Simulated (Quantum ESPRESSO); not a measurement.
# InPd (Fm-3m) in Quantum ESPRESSO: notebook

The runs below take InPd through phonons, with PBE.

Everything below comes from runs of Quantum ESPRESSO 7.5. Logs are shortened: lines on timing, memory, paths and dates and some standing lists are left out, and cuts for length are marked.

### 1 The crystal as given

The structure is cubic, space group Fm-3m (No. 225). Conventional cell: a = 5.492 Å, b = 5.492 Å, c = 5.492 Å, α = 90.00°, β = 90.00°, γ = 90.00°. Around In (site symmetry m-3m) lie 6 Pd at 2.75 Å. Pd (site symmetry m-3m) is surrounded by 6 In at 2.75 Å.

The cell was built by a generator and needn't be a form met in nature.

### 2 Phonons, PBE

Input file pw.in:

```
&CONTROL
  calculation = 'scf'
  prefix = 'pwscf'
  outdir = './tmp'
  pseudo_dir = './pseudo'
  tprnfor = .true.
  tstress = .true.
  disk_io = 'low'
/
&SYSTEM
  ibrav = 0
  nat = 2
  ntyp = 2
  ecutwfc = 60
  ecutrho = 440
  nbnd = 23
  occupations = 'smearing'
  smearing = 'mv'
  degauss = 0.01469973
/
&ELECTRONS
  conv_thr = 4d-10
  electron_maxstep = 120
  mixing_beta = 0.5
/
ATOMIC_SPECIES
In   114.8180 In.pbe-dn-rrkjus_psl.0.2.2.UPF
Pd   106.4200 Pd_ONCV_PBE-1.0.oncvpsp.upf
CELL_PARAMETERS angstrom
   0.0000000000    2.7460700000    2.7460700000
   2.7460700000    0.0000000000    2.7460700000
   2.7460700000    2.7460700000    0.0000000000
ATOMIC_POSITIONS angstrom
In     0.0000000000    0.0000000000    0.0000000000
Pd     2.7460700000    2.7460700000    2.7460700000
K_POINTS automatic
6 6 6 0 0 0
```

Input file scf2.in:

```
&CONTROL
  calculation = 'scf'
  prefix = 'pwscf'
  outdir = './tmp'
  pseudo_dir = './pseudo'
  tprnfor = .true.
  tstress = .true.
  disk_io = 'low'
/
&SYSTEM
  ibrav = 0
  nat = 2
  ntyp = 2
  ecutwfc = 60
  ecutrho = 440
  nbnd = 23
  occupations = 'smearing'
  smearing = 'mv'
  degauss = 0.01469973
/
&ELECTRONS
  conv_thr = 1d-13
  electron_maxstep = 120
  mixing_beta = 0.5
  startingpot = 'file'
  startingwfc = 'file'
/
ATOMIC_SPECIES
In   114.8180 In.pbe-dn-rrkjus_psl.0.2.2.UPF
Pd   106.4200 Pd_ONCV_PBE-1.0.oncvpsp.upf
CELL_PARAMETERS angstrom
   0.0000000000    2.7460700000    2.7460700000
   2.7460700000    0.0000000000    2.7460700000
   2.7460700000    2.7460700000    0.0000000000
ATOMIC_POSITIONS angstrom
In     0.0000000000    0.0000000000    0.0000000000
Pd     2.7460700000    2.7460700000    2.7460700000
K_POINTS automatic
6 6 6 0 0 0
```

Input file ph.in:

```
phonons of InPd
&INPUTPH
  prefix = 'pwscf'
  outdir = './tmp'
  tr2_ph = 1d-18
  fildyn = 'dyn'
  niter_ph = 90
  alpha_mix(1) = 0.4
/
0.0000000000 0.0000000000 0.0000000000
```

Input file dynmat.in:

```
&INPUT
  fildyn = 'dyn'
  asr = 'crystal'
  filout = 'dynmat.disp'
  fileig = 'dynmat.eig'
/
```

Potentials or basis: SSSP 1.3 efficiency PBE.

Launch:

```
$ OMP_NUM_THREADS=1 pw.x -in pw.in > pw.out
$ OMP_NUM_THREADS=1 pw.x -in scf2.in > scf2.out
$ OMP_NUM_THREADS=1 ph.x -in ph.in > ph.out
$ OMP_NUM_THREADS=1 dynmat.x -in dynmat.in > dynmat.out
```

pw.out:

```text
This program is part of the open-source Quantum ESPRESSO suite
     for quantum simulation of materials; please cite
         "P. Giannozzi et al., J. Phys.:Condens. Matter 21 395502 (2009);
         "P. Giannozzi et al., J. Phys.:Condens. Matter 29 465901 (2017);
         "P. Giannozzi et al., J. Chem. Phys. 152 154105 (2020);
     in publications or presentations arising from this work. More details at

     file In.pbe-dn-rrkjus_psl.0.2.2.UPF: wavefunction(s)  5S renormalized
     Message from routine setup:
     using ibrav=0 with symmetry is DISCOURAGED, use correct ibrav instead

     G-vector sticks info
     --------------------
     sticks:   dense  smooth     PW     G-vecs:    dense   smooth      PW
     Sum        1639     889    265                43655    17477    2891

     Using Slab Decomposition

     bravais-lattice index     =            0
     lattice parameter (alat)  =       7.3388  a.u.
     unit-cell volume          =     279.4869 (a.u.)^3
     number of atoms/cell      =            2
     number of atomic types    =            2
     number of electrons       =        31.00
     number of Kohn-Sham states=           23
     kinetic-energy cutoff     =      60.0000  Ry
     charge density cutoff     =     440.0000  Ry
     scf convergence threshold =      4.0E-10
     mixing beta               =       0.5000
     number of iterations used =            8  plain     mixing
     Exchange-correlation= PBE
                           (   1   4   3   4   0   0   0)

     celldm(1)=   7.338807  celldm(2)=   0.000000  celldm(3)=   0.000000
     celldm(4)=   0.000000  celldm(5)=   0.000000  celldm(6)=   0.000000

     crystal axes: (cart. coord. in units of alat)
               a(1) = (   0.000000   0.707107   0.707107 )
               a(2) = (   0.707107   0.000000   0.707107 )
               a(3) = (   0.707107   0.707107   0.000000 )

     reciprocal axes: (cart. coord. in units 2 pi/alat)
               b(1) = ( -0.707107  0.707107  0.707107 )
               b(2) = (  0.707107 -0.707107  0.707107 )
               b(3) = (  0.707107  0.707107 -0.707107 )

     PseudoPot. # 1 for In read from file:
     In.pbe-dn-rrkjus_psl.0.2.2.UPF
     Pseudo is Ultrasoft + core correction, Zval = 13.0
     Generated using "atomic" code by A. Dal Corso  v.5.0.99 svn rev. 10869
     Using radial grid of 1241 points,  6 beta functions with:
                l(1) =   0
                l(2) =   0
                l(3) =   1
                l(4) =   1
                l(5) =   2
                l(6) =   2
     Q(r) pseudized with 0 coefficients

     PseudoPot. # 2 for Pd read from file:
     Pd_ONCV_PBE-1.0.oncvpsp.upf
     Pseudo is Norm-conserving, Zval = 18.0
     Generated using ONCVPSP code by D. R. Hamann
     Using radial grid of 1410 points,  6 beta functions with:
                l(1) =   0
                l(2) =   0
                l(3) =   1
                l(4) =   1
                l(5) =   2
                l(6) =   2

     atomic species   valence    mass     pseudopotential
     In               13.00   114.81800     In( 1.00)
     Pd               18.00   106.42000     Pd( 1.00)

     48 Sym. Ops., with inversion, found

   Cartesian axes

     site n.     atom                  positions (alat units)
         1        In     tau(   1) = (   0.0000000   0.0000000   0.0000000  )
         2        Pd     tau(   2) = (   0.7071068   0.7071068   0.7071068  )

     number of k points=    16  Marzari-Vanderbilt smearing, width (Ry)=  0.0147
                       cart. coord. in units 2pi/alat
        k(    1) = (   0.0000000   0.0000000   0.0000000), wk =   0.0092593
        k(    2) = (   0.1178511   0.1178511  -0.1178511), wk =   0.0740741
        k(    3) = (   0.2357023   0.2357023  -0.2357023), wk =   0.0740741
        k(    4) = (  -0.3535534  -0.3535534   0.3535534), wk =   0.0370370
        k(    5) = (   0.2357023   0.0000000  -0.0000000), wk =   0.0555556
        k(    6) = (   0.3535534   0.1178511  -0.1178511), wk =   0.2222222
[... 8 lines left out ...]
        k(   15) = (  -0.1178511  -0.3535534   0.5892557), wk =   0.2222222
        k(   16) = (  -0.7071068   0.2357023   0.0000000), wk =   0.1111111

     Dense  grid:    43655 G-vectors     FFT dimensions: (  50,  50,  50)

     Smooth grid:    17477 G-vectors     FFT dimensions: (  40,  40,  40)

     Initial potential from superposition of free atoms

     starting charge      30.9959, renormalised to      31.0000
     Starting wfcs are   19 randomized atomic wfcs +    4 random wfcs

     Self-consistent Calculation

     iteration #  1     ecut=    60.00 Ry     beta= 0.50
     Davidson diagonalization with overlap
     ethr =  1.00E-02,  avg # of iterations =  5.2

     total energy              =    -397.90504089 Ry
     estimated scf accuracy    <       0.41421339 Ry
[... 57 lines left out ...]
     iteration # 10     ecut=    60.00 Ry     beta= 0.50
     Davidson diagonalization with overlap
     ethr =  2.33E-12,  avg # of iterations =  5.1

     End of self-consistent calculation

          k = 0.0000 0.0000 0.0000 (  2133 PWs)   bands (ev):

   -71.0687 -36.8081 -36.8081 -36.8081  -1.1954  -1.1954  -1.1046  -1.1046
    -1.1046   4.6504  10.6041  10.6041  10.6041  10.8325  10.8325  18.8377
    18.8377  18.8377  22.3242  24.4072  25.3735  25.3735  25.3735

          k = 0.1179 0.1179-0.1179 (  2181 PWs)   bands (ev):
[... 37 lines left out ...]
   -71.0684 -36.8135 -36.8104 -36.8096  -1.1609  -1.1189  -1.0726  -1.0233
    -1.0204   7.3008   9.3951   9.9606  10.1337  10.9070  11.1491  12.9981
    16.4931  19.5156  20.7775  23.2392  23.6668  27.0455  27.2098

          k = 0.0000-0.2357 0.2357 (  2191 PWs)   bands (ev):

   -71.0685 -36.8114 -36.8095 -36.8089  -1.1722  -1.1415  -1.0934  -1.0645
    -1.0434   5.8436  10.1498  10.1970  10.3155  10.7348  10.9652  15.5343
    16.6181  20.7492  22.0660  22.5309  22.8500  25.7482  25.8129

          k = 0.4714 0.0000-0.0000 (  2181 PWs)   bands (ev):
[... 13 lines left out ...]
   -71.0684 -36.8127 -36.8124 -36.8102  -1.1856  -1.1111  -1.0768  -1.0246
    -0.9949   7.8783   9.5804  10.1711  10.1967  11.0287  11.6501  13.2645
    13.5829  17.2883  19.9823  25.4939  26.3034  26.5558  27.1643

          k =-0.7071 0.0000 0.0000 (  2200 PWs)   bands (ev):

   -71.0683 -36.8140 -36.8106 -36.8106  -1.2221  -1.1716  -1.1363  -0.9655
    -0.9655   7.3391  10.1430  10.8948  11.0354  11.1917  11.1917  13.3824
    14.9097  14.9097  18.0527  21.1520  29.0327  30.0765  30.0765

          k =-0.2357-0.4714 0.7071 (  2202 PWs)   bands (ev):
[... 7 lines left out ...]
   -71.0684 -36.8132 -36.8116 -36.8104  -1.1823  -1.1150  -1.0640  -1.0505
    -0.9812   7.8789   9.5777  10.1507  10.1849  11.0702  11.9330  12.3162
    15.3526  15.4729  22.4300  22.8554  25.7108  26.0247  28.1514

          k =-0.7071 0.2357 0.0000 (  2188 PWs)   bands (ev):

   -71.0683 -36.8131 -36.8115 -36.8110  -1.2042  -1.1182  -1.1175  -1.0143
    -0.9654   7.6642  10.1097  10.2834  10.3623  11.1911  12.3829  13.4342
    13.8475  13.9794  21.1900  22.7653  26.3325  26.3407  30.0568

     the Fermi energy is    13.4399 ev

!    total energy              =    -398.08462472 Ry
     estimated scf accuracy    <          2.9E-11 Ry
     smearing contrib. (-TS)   =      -0.00079833 Ry
     internal energy E=F+TS    =    -398.08382639 Ry

     The total energy is F=E-TS. E is the sum of the following terms:
     one-electron contribution =    -157.45390056 Ry
     hartree contribution      =      98.83389216 Ry
     xc contribution           =     -72.53752748 Ry
     ewald contribution        =    -266.92629051 Ry

     convergence has been achieved in  10 iterations

     Forces acting on atoms (cartesian axes, Ry/au):

     atom    1 type  1   force =    -0.00000000    0.00000000   -0.00000000
     atom    2 type  2   force =     0.00000000   -0.00000000   -0.00000000

     Total force =     0.000000     Total SCF correction =     0.000000

     Computing stress (Cartesian axis) and pressure

          total   stress  (Ry/bohr**3)                   (kbar)     P=        0.73
   0.00000499  -0.00000000  -0.00000000            0.73       -0.00       -0.00
  -0.00000000   0.00000499  -0.00000000           -0.00        0.73       -0.00
  -0.00000000  -0.00000000   0.00000499           -0.00       -0.00        0.73

=------------------------------------------------------------------------------=
   JOB DONE.
=------------------------------------------------------------------------------=
```

It took 5.3 min on 1 thread of Arm Neoverse V2, shared host; peak memory 0.19 GiB.

What came out:

```
Free energy                   : -5416.2172 eV
Pressure after relaxing       : 0.1 GPa
Band gap on the k mesh        : none (metal or under the smearing width)
Highest phonon frequency at Γ : 150 cm⁻¹
```

Levels at points of the mesh, in eV from the Fermi level:
```csv
k point,band 12,band 13,band 14,band 15,band 16,band 17,band 18,band 19
"(0.00, 0.00, 0.00)",-2.84,-2.84,-2.61,-2.61,5.40,5.40,5.40,8.88
"(0.00, 0.00, -0.50)",-3.59,-3.59,-2.46,-2.46,-1.38,7.25,7.25,7.32
"(0.00, -0.50, -0.50)",-2.55,-2.40,-2.25,-2.25,-0.06,1.47,1.47,4.61
```

Phonon frequencies in cm⁻¹ (negative: imaginary):
```tsv
q point	frequencies
(0.000, 0.000, 0.000)	-2 -2 -2 150 150 150
```

Optical modes at Γ, degenerate ones joined:
```
cm⁻¹  components  symmetry  active in
 150           3       T1u         IR
```

Caveat: the k mesh is coarse; the mesh is thin for the phonons of a metal.

### 3 Phonons, PBE

Edit pw.in of step 2 so:

```diff
@@ -13,4 +13,3 @@
   ntyp = 2
-  ecutwfc = 60
-  ecutrho = 440
+  ecutwfc = 82
   nbnd = 23
@@ -26,4 +25,4 @@
 ATOMIC_SPECIES
-In   114.8180 In.pbe-dn-rrkjus_psl.0.2.2.UPF
-Pd   106.4200 Pd_ONCV_PBE-1.0.oncvpsp.upf
+In   114.8180 In.upf
+Pd   106.4200 Pd.upf
 CELL_PARAMETERS angstrom
```

Edit scf2.in of step 2 so:

```diff
@@ -13,4 +13,3 @@
   ntyp = 2
-  ecutwfc = 60
-  ecutrho = 440
+  ecutwfc = 82
   nbnd = 23
@@ -28,4 +27,4 @@
 ATOMIC_SPECIES
-In   114.8180 In.pbe-dn-rrkjus_psl.0.2.2.UPF
-Pd   106.4200 Pd_ONCV_PBE-1.0.oncvpsp.upf
+In   114.8180 In.upf
+Pd   106.4200 Pd.upf
 CELL_PARAMETERS angstrom
```

ph.in is that of step 2.

dynmat.in is that of step 2.

Potentials or basis: Ansatz NC SR PBE.

Launch:

```
$ OMP_NUM_THREADS=1 pw.x -in pw.in > pw.out
$ OMP_NUM_THREADS=1 pw.x -in scf2.in > scf2.out
$ OMP_NUM_THREADS=1 ph.x -in ph.in > ph.out
$ OMP_NUM_THREADS=1 dynmat.x -in dynmat.in > dynmat.out
```

pw.out:

```text
[... set-up lines left out ...]
     Self-consistent Calculation

     iteration #  1     ecut=    82.00 Ry     beta= 0.50
     Davidson diagonalization with overlap
     ethr =  1.00E-02,  avg # of iterations =  5.1

     total energy              =    -403.52427624 Ry
     estimated scf accuracy    <       0.57005682 Ry

     iteration #  2     ecut=    82.00 Ry     beta= 0.50
     Davidson diagonalization with overlap
     ethr =  1.84E-03,  avg # of iterations =  2.0

     total energy              =    -403.70326822 Ry
     estimated scf accuracy    <       0.64530201 Ry

     iteration #  3     ecut=    82.00 Ry     beta= 0.50
     Davidson diagonalization with overlap
     ethr =  1.84E-03,  avg # of iterations =  2.0
[... 43 lines left out ...]
     total energy              =    -403.79067702 Ry
     estimated scf accuracy    <       0.00000019 Ry

     iteration # 10     ecut=    82.00 Ry     beta= 0.50
     Davidson diagonalization with overlap
     ethr =  6.06E-10,  avg # of iterations =  3.8

     total energy              =    -403.79067709 Ry
     estimated scf accuracy    <          1.3E-09 Ry

     iteration # 11     ecut=    82.00 Ry     beta= 0.50
     Davidson diagonalization with overlap
     ethr =  4.27E-12,  avg # of iterations =  3.6

     End of self-consistent calculation

          k = 0.0000 0.0000 0.0000 (  3479 PWs)   bands (ev):

   -70.7430 -36.5046 -36.5046 -36.5046  -0.9804  -0.9804  -0.8858  -0.8858
    -0.8858   4.8681  10.8221  10.8221  10.8221  11.0602  11.0602  19.0509
    19.0509  19.0509  22.4187  24.6434  25.5981  25.5981  25.5981

          k = 0.1179 0.1179-0.1179 (  3521 PWs)   bands (ev):

   -70.7429 -36.5063 -36.5050 -36.5050  -0.9615  -0.9615  -0.8800  -0.8640
    -0.8640   5.3244  10.6632  10.7356  10.7356  10.9658  10.9658  16.7310
    19.3933  19.3933  22.1320  24.4493  24.4493  24.4735  26.2001

          k = 0.2357 0.2357-0.2357 (  3488 PWs)   bands (ev):

   -70.7428 -36.5095 -36.5057 -36.5057  -0.9304  -0.9304  -0.8692  -0.8123
    -0.8123   6.6485  10.1176  10.2867  10.2867  11.1125  11.1125  13.5872
    20.1442  20.1442  21.3594  22.6128  22.6128  24.1835  28.1179

          k =-0.3536-0.3536 0.3536 (  3498 PWs)   bands (ev):

   -70.7427 -36.5112 -36.5061 -36.5061  -0.9172  -0.9172  -0.8641  -0.7832
    -0.7832   8.4008   8.7965  10.0713  10.0713  11.2013  11.2013  12.2755
    20.9313  20.9313  20.9576  21.3968  21.3968  24.1511  30.4445

          k = 0.2357 0.0000-0.0000 (  3515 PWs)   bands (ev):

   -70.7429 -36.5064 -36.5052 -36.5052  -0.9656  -0.9532  -0.9025  -0.8475
    -0.8475   5.4678  10.4886  10.6976  10.8582  10.8582  11.1088  17.9860
    17.9860  18.4169  21.9639  21.9748  25.7935  25.7935  27.1799

          k = 0.3536 0.1179-0.1179 (  3516 PWs)   bands (ev):

   -70.7428 -36.5087 -36.5060 -36.5059  -0.9417  -0.9390  -0.8967  -0.8155
    -0.8051   6.4538  10.0162  10.4842  10.6790  11.0369  11.1903  14.9010
    17.6421  18.8756  20.4455  22.7377  25.2815  25.4588  27.1934

          k =-0.2357-0.4714 0.4714 (  3521 PWs)   bands (ev):

   -70.7427 -36.5105 -36.5069 -36.5064  -0.9368  -0.9136  -0.8621  -0.8023
    -0.7788   7.9437   9.4109  10.2934  10.2968  11.2469  11.3578  12.4995
    17.6366  18.3021  20.5018  24.0292  24.3716  26.1695  27.0099

          k =-0.1179-0.3536 0.3536 (  3500 PWs)   bands (ev):

   -70.7427 -36.5100 -36.5069 -36.5061  -0.9454  -0.9036  -0.8537  -0.8047
    -0.8016   7.5201   9.6139  10.1829  10.3518  11.1239  11.3679  13.2191
    16.7195  19.7359  20.9742  23.4574  23.8442  27.1703  27.3463

          k = 0.0000-0.2357 0.2357 (  3513 PWs)   bands (ev):

   -70.7428 -36.5079 -36.5059 -36.5054  -0.9569  -0.9265  -0.8746  -0.8456
    -0.8246   6.0621  10.3707  10.4207  10.5322  10.9518  11.1859  15.7561
    16.8404  20.9813  22.2424  22.7136  23.0046  25.9388  25.9982

          k = 0.4714 0.0000-0.0000 (  3519 PWs)   bands (ev):

   -70.7428 -36.5094 -36.5065 -36.5065  -0.9674  -0.9361  -0.9359  -0.7776
    -0.7776   6.9166  10.0144  10.4669  11.1200  11.1200  11.2106  16.0970
    16.0970  16.5337  18.5332  21.5210  27.9722  27.9722  29.2317

          k =-0.1179-0.5893 0.5893 (  3485 PWs)   bands (ev):

   -70.7427 -36.5100 -36.5076 -36.5069  -0.9815  -0.9201  -0.9161  -0.7703
    -0.7598   7.6379  10.2141  10.4351  10.8720  11.3423  11.6593  13.7010
    14.8461  16.0928  19.5424  22.5386  27.5151  27.5510  29.6752

          k =-0.0000-0.4714 0.4714 (  3498 PWs)   bands (ev):

   -70.7427 -36.5092 -36.5089 -36.5067  -0.9703  -0.8960  -0.8582  -0.8055
    -0.7759   8.0985   9.7982  10.3884  10.4204  11.2466  11.8690  13.4889
    13.8094  17.5082  20.1948  25.6804  26.4491  26.7673  27.2272

          k =-0.7071 0.0000 0.0000 (  3490 PWs)   bands (ev):

   -70.7427 -36.5105 -36.5071 -36.5071  -1.0069  -0.9530  -0.9211  -0.7463
    -0.7463   7.5592  10.3596  11.1159  11.2640  11.4117  11.4117  13.6110
    15.1256  15.1256  18.2787  21.3767  28.8443  30.0712  30.0919

          k =-0.2357-0.4714 0.7071 (  3503 PWs)   bands (ev):

   -70.7427 -36.5096 -36.5073 -36.5065  -0.9586  -0.9115  -0.8878  -0.7992
    -0.7799   7.4410   9.8300  10.3779  10.5295  11.1590  11.4557  14.5293
    15.0911  17.1268  21.8772  23.1708  23.7974  28.0115  29.0251

          k =-0.1179-0.3536 0.5893 (  3518 PWs)   bands (ev):

   -70.7427 -36.5097 -36.5081 -36.5069  -0.9671  -0.8997  -0.8453  -0.8317
    -0.7621   8.0991   9.7953  10.3684  10.4074  11.2884  12.1570  12.5358
    15.5804  15.6942  22.6198  23.0614  25.8818  26.1943  28.2252

          k =-0.7071 0.2357 0.0000 (  3472 PWs)   bands (ev):

   -70.7427 -36.5097 -36.5080 -36.5075  -0.9890  -0.9031  -0.8987  -0.7953
    -0.7463   7.8844  10.3263  10.5012  10.5864  11.4110  12.6052  13.6614
    14.0715  14.1997  21.4031  22.9675  26.4428  26.4973  29.9147

     the Fermi energy is    13.6629 ev

!    total energy              =    -403.79067709 Ry
     estimated scf accuracy    <          3.5E-10 Ry
     smearing contrib. (-TS)   =      -0.00080500 Ry
     internal energy E=F+TS    =    -403.78987209 Ry

     The total energy is F=E-TS. E is the sum of the following terms:
     one-electron contribution =    -149.80112042 Ry
     hartree contribution      =      95.40692035 Ry
     xc contribution           =     -82.46938151 Ry
     ewald contribution        =    -266.92629051 Ry

     convergence has been achieved in  11 iterations

     Forces acting on atoms (cartesian axes, Ry/au):

     atom    1 type  1   force =     0.00000000   -0.00000000   -0.00000000
     atom    2 type  2   force =    -0.00000000   -0.00000000    0.00000000

     Total force =     0.000000     Total SCF correction =     0.000000

     Computing stress (Cartesian axis) and pressure

          total   stress  (Ry/bohr**3)                   (kbar)     P=        1.63
   0.00001108  -0.00000000  -0.00000000            1.63       -0.00       -0.00
  -0.00000000   0.00001108  -0.00000000           -0.00        1.63       -0.00
  -0.00000000  -0.00000000   0.00001108           -0.00       -0.00        1.63

=------------------------------------------------------------------------------=
   JOB DONE.
=------------------------------------------------------------------------------=
```

scf2.out:

```text
[... set-up lines left out ...]
     Self-consistent Calculation

     iteration #  1     ecut=    82.00 Ry     beta= 0.50
     Davidson diagonalization with overlap
     ethr =  1.00E-05,  avg # of iterations =  1.0

[... 168 lines left out ...]
     Computing stress (Cartesian axis) and pressure

          total   stress  (Ry/bohr**3)                   (kbar)     P=        1.72
   0.00001167   0.00000000  -0.00000000            1.72        0.00       -0.00
   0.00000000   0.00001167  -0.00000000            0.00        1.72       -0.00
   0.00000000  -0.00000000   0.00001167            0.00       -0.00        1.72

=------------------------------------------------------------------------------=
   JOB DONE.
=------------------------------------------------------------------------------=
```

Run time: 7.9 min. Hardware: 1 thread of Arm Neoverse V2, shared host; peak memory 0.1 GiB.

What came out:

```
Free energy                   : -5493.8520 eV
Pressure after relaxing       : 0.2 GPa
Band gap on the k mesh        : none (metal or under the smearing width)
Highest phonon frequency at Γ : 150 cm⁻¹
```

Phonon frequencies in cm⁻¹ (negative: imaginary):
| q point | frequencies |
| --- | --- |
| (0.000, 0.000, 0.000) | -1 -1 -1 150 150 150 |

Optical modes at Γ, degenerate ones joined:
```csv
cm⁻¹,components,symmetry,active in
150,3,T1u,IR
```

Caveat: the k mesh is coarse; the mesh is thin for the phonons of a metal.
